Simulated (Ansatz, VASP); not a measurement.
**SnH5: VASP beside Ansatz**

Contents of INCAR:

```
PREC     = Accurate       # precision mode
ENCUT    = 600            # plane-wave cutoff, eV
EDIFF    = 1E-7           # SCF threshold, eV
ISMEAR   = 0              # smearing method
SIGMA    = 0.1            # smearing width, eV
LREAL    = False          # projectors in reciprocal space
LASPH    = True           # aspherical terms in the spheres
NELM     = 100            # most SCF steps
ALGO     = Normal         # electronic algorithm
ISIF     = 3              # what is computed and relaxed
LWAVE    = False          # write WAVECAR
LCHARG   = False          # write CHGCAR
GGA      = PE             # functional
IBRION   = 2              # ionic algorithm
NSW      = 90             # ionic steps
EDIFFG   = -0.04          # ionic threshold
```

File KPOINTS:

```
Automatic mesh
0
Gamma
  6 6 2
```

File POSCAR:

```
SnH5
1.0
    3.0812253700      0.0000000000      0.0000000000
   -1.5406126800      2.6684194400      0.0000000000
    0.0000000000      0.0000000000      8.0075615100
Sn H
1 5
Direct
    0.0000000000      0.0000000000      0.5000000000
    0.5000000000      0.0000000000      0.0000000000
    0.0000000000      0.5000000000      0.0000000000
    0.5000000000      0.5000000000      0.0000000000
    0.0000000000      0.0000000000      0.0906683200
    0.0000000000      0.0000000000      0.9093316800
```

Input for Ansatz:

```yaml
crystal:
  lattice:
    - [3.08122537, 0.0, 0.0]
    - [-1.54061268, 2.66841944, 0.0]
    - [0.0, 0.0, 8.00756151]
  atoms:
    - { symbol: Sn, position: [0.0, 0.0, 0.5] }
    - { symbol: H, position: [0.5, 0.0, 0.0] }
    - { symbol: H, position: [0.0, 0.5, 0.0] }
    - { symbol: H, position: [0.5, 0.5, 0.0] }
    - { symbol: H, position: [0.0, 0.0, 0.09066832] }
    - { symbol: H, position: [0.0, 0.0, 0.90933168] }
basis:
  ecutwfc: 420
kpoints:
  mp_grid: { grid: [6, 6, 2] }
hamiltonian:
  xc: pbe
scf:
  occupations: { method: gaussian, width: 0.1 }
  lower_state_search: "off"
output:
  forces: true
  stress: true
  eigenvalues: true
relax:
  adjacent_minimum: "off"
  f_tol: 0.04
  max_steps: 70
  cell: { stress_tol: 0.4 }
```

Alike in both runs: task relaxation of cell and atoms; functional PBE; k mesh 6 × 6 × 2; occupations gaussian, width 0.1 eV; no spin polarisation.

|  | VASP | Ansatz |
| --- | --- | --- |
| version | VASP 6.6.1 | Ansatz 0.2.0 |
| potentials or method | VASP PAW PBE potentials, release 64 (Sn_d, H) | scalar-relativistic, plane waves, PAW |
| plane-wave cutoff (eV) | 600 | 420 |
| valence electrons in the cell | 19 | 19 |

Ansatz gave:

```
gap on the k mesh at the Fermi level, each at its own relaxed structure (eV) : none
relaxed volume (Å³/atom)                                                     : 10.77
relaxed cell length with the largest relative difference (Å)                 : 8.683
energy change over the relaxation (meV/atom)                                 : -439
```

Task: Estimate VASP's values.

Result: gap on the k mesh at the Fermi level, each at its own relaxed structure (eV): none; relaxed volume (Å³/atom): 7.47; relaxed cell length with the largest relative difference (Å): 5.278; energy change over the relaxation (meV/atom): -316.

A gap of «none» marks a metal or a gap that the smearing closes. One of these differences is far larger than is usual between the two programs; its cause wasn't traced.

Caveats: the k mesh is coarse (spacing up to 0.39 Å⁻¹), so the values aren't converged; the volume moved by over 15 % at a fixed basis, so the end points are rough (VASP).
